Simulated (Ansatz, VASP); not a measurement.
# Cross-check of Si53C55 (C_Si2) between VASP and Ansatz, part 3 of 3

Wanted: the spread between two codes on one cell, functional and k mesh. Of the first pair: The structure shown is the start of the Ansatz relaxation below; VASP solves that cell, so the two are compared at the walk's first step.

VASP 6.6.1 and Ansatz 0.2.0.

So far. Step 3 (VASP: single point, r2SCAN, start cell, pair 1): The run ends at a pressure of 2.37 GPa, with forces up to 2.7 eV/Å.

### 6. VASP: single point, r2SCAN, relaxed cell, pair 2

Level of this step: r2SCAN, spin-polarised from a ferromagnetic start; plane waves and PAW (Si, C) (VASP).

The same cell, functional and mesh now go to VASP, with its own data sets.

Input file INCAR:

```
SYSTEM = Si53C55
PREC = Accurate
ENCUT = 580
EDIFF = 1E-06
NELM = 200
ISMEAR = 0
SIGMA = 0.01
LREAL = Auto
ALGO = Normal
METAGGA = R2SCAN
LASPH = .TRUE.
NELECT = 434
NBANDS = 296
ISPIN = 2
MAGMOM = 0 0 0 0.01 0 0 0 0 0.01 0.01 0 0 0 0 0.01 0.01 0 0 0 0 0.01 0.01 0 0 0 0 0.01 0 0 0 0 0.01 0.01 0 0 0 0 0 0.01 0 0 0 0 0.01 0.01 0 0 0 0 0 0.01 0 0 0 0 0 0 0 0 0 0 0 0 0 0 0 0 0 0 0.01 0 0 0 0.01 0 0 0 0.01 0 0 0.01 0 0.01 0 0 0 0 0 0 0 0 0 0 0 0 0 0 0 0.01 0 0 0 0 0 0 0 0 0
LORBIT = 11
LWAVE = .FALSE.
LCHARG = .FALSE.
ISIF = 2
ISYM = 0
NUPDOWN = 2
GGA_COMPAT = .FALSE.
LMIXTAU = .TRUE.
NCORE = 2
```

Input file POSCAR:

```
Si53C55
1.0
    9.2359949308     -0.0000000029      0.0000000000
   -4.6179974629      7.9986062407      0.0000000000
    0.0000000000      0.0000000000     15.1078644000
Si C
53 55
Direct
    0.1131561316      0.2211679842      0.8329023010
    0.2214799586      0.1133116263      0.3337135041
    0.2257561429      0.1154271511      0.6662089580
[... 5 atom lines left out ...]
    0.2257954297      0.4435749705      0.6661284951
[... 7 atom lines left out ...]
    0.9992726903      0.6676138673      0.5000832859
[... 1 atom line left out ...]
    0.4487911936      0.2257174094      0.8305591003
[... 1 atom line left out ...]
    0.5578666485      0.1155894120      0.6663023180
[... 1 atom line left out ...]
    0.3327375397      0.0010585135      0.5000892385
[... 1 atom line left out ...]
    0.4486168399      0.5521076434      0.8306434484
    0.5544330509      0.4461575780      0.3335696591
[... 1 atom line left out ...]
    0.3350453347      0.3354695301      0.5031912887
[... 3 atom lines left out ...]
    0.5571310285      0.7748854933      0.6660915794
[... 1 atom line left out ...]
    0.3328147508      0.6673838415      0.5002343981
[... 1 atom line left out ...]
    0.7795350387      0.2212989669      0.8328010687
[... 5 atom lines left out ...]
    0.7750494656      0.5519228810      0.8305548628
[... 1 atom line left out ...]
    0.8852872863      0.4430267464      0.6663239682
[... 1 atom line left out ...]
    0.6649048779      0.3354377557      0.5033035508
[... 1 atom line left out ...]
    0.7796274295      0.8876222240      0.8329128574
[... 1 atom line left out ...]
    0.8852503096      0.7749187497      0.6661827409
[... 1 atom line left out ...]
    0.6648222180      0.6651882990      0.5031844708
[... 3 atom lines left out ...]
    0.1117029374      0.2219633493      0.7082790437
[... 1 atom line left out ...]
    0.2215570374      0.1113876162      0.5419748066
[... 3 atom lines left out ...]
    0.1120027808      0.5553030678      0.7077477929
[... 1 atom line left out ...]
    0.2215022851      0.4447614937      0.5419037378
[... 1 atom line left out ...]
    0.0001549779      0.6642103472      0.8725878054
[... 1 atom line left out ...]
    0.1119269227      0.8889084440      0.7076941437
[... 3 atom lines left out ...]
    0.3365711125      0.0005887423      0.8725823799
[... 1 atom line left out ...]
    0.4572449545      0.2452385501      0.7037251307
[... 1 atom line left out ...]
    0.5552943566      0.1113916452      0.5419095099
[... 1 atom line left out ...]
    0.5559922050      0.4445776857      0.6663162397
    0.3356949429      0.3318751820      0.8747024741
    0.3336064881      0.3362915684      0.3769086194
    0.4567625676      0.5439519156      0.7037770116
[... 1 atom line left out ...]
    0.5552605910      0.4448268626      0.5556096570
[... 1 atom line left out ...]
    0.3366537265      0.6641527681      0.8723619024
[... 1 atom line left out ...]
    0.4456922807      0.8890910459      0.7077632666
[... 1 atom line left out ...]
    0.5552073882      0.7784667564      0.5418844768
[... 3 atom lines left out ...]
    0.7790234276      0.2220058524      0.7082635422
[... 3 atom lines left out ...]
    0.6688670167      0.3318483560      0.8747289888
    0.6642952022      0.3363476578      0.3770434848
    0.7556946869      0.5436387953      0.7037141827
[... 1 atom line left out ...]
    0.8888007313      0.4448924946      0.5419141339
[... 1 atom line left out ...]
    0.6689857887      0.6651378819      0.8747000441
    0.6643734467      0.6670991366      0.3768885599
    0.7787882494      0.8890596953      0.7082827673
[... 1 atom line left out ...]
    0.8887263743      0.7786007355      0.5419485253
    0.7783620067      0.8884931486      0.0418224650
```

Input file KPOINTS:

```
Points of the shifted mesh
1
Reciprocal
 0.2500000000  0.2500000000  0.2500000000 1
```

Potentials, in the order of the species: Si and C (PBE family, release 64).

Launch:

```bash
> mpirun -np 8 vasp_std
```

Numbers of over 12 decimals in the logs are rounded to 6 here.

Output:

```text
[banner, memory and clock lines left out]
running    8 mpi-ranks, on    1 nodes
[...]
[... a notice as in an earlier step ...]

 LDA part: xc-table for (None), standard interpolation
 POSCAR, INCAR and KPOINTS ok, starting setup
[...]
entering main loop
       N       E                     dE             d eps       ncg     rms          rms(c)
DAV:   1     0.124194739141E+04    0.12419E+04   -0.21863E+05  1184   0.150E+03
DAV:   2    -0.101874665595E+04   -0.22607E+04   -0.21307E+04  1440   0.256E+02
DAV:   3    -0.118015563368E+04   -0.16141E+03   -0.15967E+03  1472   0.631E+01
DAV:   4    -0.118380232823E+04   -0.36467E+01   -0.36295E+01  1448   0.103E+01
DAV:   5    -0.118390696544E+04   -0.10464E+00   -0.10445E+00  1448   0.163E+00BRMIX: very serious problems
 the old and the new charge density differ
 old charge density:   432.00000 new  434.00000
    0.662E+01
DAV:   6    -0.108307140886E+04    0.10084E+03   -0.28584E+02  1368   0.231E+01    0.371E+01
DAV:   7    -0.102458802066E+04    0.58483E+02   -0.20109E+01  1424   0.807E+00    0.149E+01
DAV:   8    -0.107724101080E+04   -0.52653E+02   -0.14094E+01  1264   0.768E+00    0.105E+01
DAV:   9    -0.104820943772E+04    0.29032E+02   -0.42370E+00  1280   0.442E+00    0.473E+00
[...]
DAV:  23    -0.102391123558E+04   -0.31359E-04   -0.16180E-05  1248   0.104E-02    0.703E-03
DAV:  24    -0.102391123369E+04    0.18911E-05   -0.74216E-07   736   0.188E-03    0.696E-03
DAV:  25    -0.102391123301E+04    0.68218E-06   -0.11846E-06   688   0.188E-03
   1 F= -.10239112E+04 E0= -.10239112E+04  d E =-.121630E-14  mag=     2.0000
```

Parts of OUTCAR (step 6):

```text
  FREE ENERGIE OF THE ION-ELECTRON SYSTEM (eV)
  ---------------------------------------------------
  free  energy   TOTEN  =     -1023.9112330079 eV

  energy  without entropy=    -1023.9112330079  energy(sigma->0) =    -1023.91123301

 magnetization (x)
# of ion       s       p       d       tot
------------------------------------------
    1        0.001   0.002   0.000   0.003
    2        0.001   0.003   0.000   0.004
    3        0.001   0.006   0.000   0.007
    4        0.001   0.008   0.000   0.008
    5        0.000   0.002   0.000   0.002
    6        0.000   0.003   0.000   0.003
    7        0.001   0.002   0.000   0.003
    8        0.001   0.003   0.000   0.003
    9        0.001   0.008   0.000   0.008
   10        0.001   0.008   0.000   0.009
   11        0.000   0.002   0.000   0.002
   12        0.000   0.003   0.000   0.004
   13        0.001   0.002   0.000   0.002
[...]
--------------------------------------------------
tot          0.180   0.241   0.000   0.421
```

The run ends at a pressure of 0.81 GPa, with forces up to 0.030 eV/Å.

### 7. Differences

Compared:

```csv
quantity,Ansatz,VASP,difference
"total moment, fixed by the input (μB)",2.00,2.00,0.00
```

At this near-relaxed geometry the largest component of a force difference is 32 meV/Å. The cell carries a charge of -2 e against a uniform background, so its pressure also hangs on how the neutralising background is counted, and in a defect's cell a gap may be the spacing between its levels.

### 8. What came out

| Property | Result |
| --- | --- |
| r.m.s. force difference (single point, r2SCAN, start cell, pair 1) | 0.53 % of the r.m.s. force |
| difference in total moment, fixed by the input (single point, r2SCAN, relaxed cell, pair 2) | 0 μB |

The r.m.s. force difference is 0.53 % of the r.m.s. force (single point, r2SCAN, start cell, pair 1), within the 3 % picked in this series as the mark of a large difference. How closely two codes agree says nothing of how well the functional describes the real material.

[Lines on the potential files, build, host, timing and source positions are cut from VASP's logs without a mark.]

[Logs are printed without paths, hosts, clocks, repeated set-up lines and the standing remarks that a program may print on its own settings, such as how far it seeks lower states.]

[Hosts, paths, dates, database ids (printed as entryN), source tags and the programs' standing remarks are cut or masked in the printed files.]
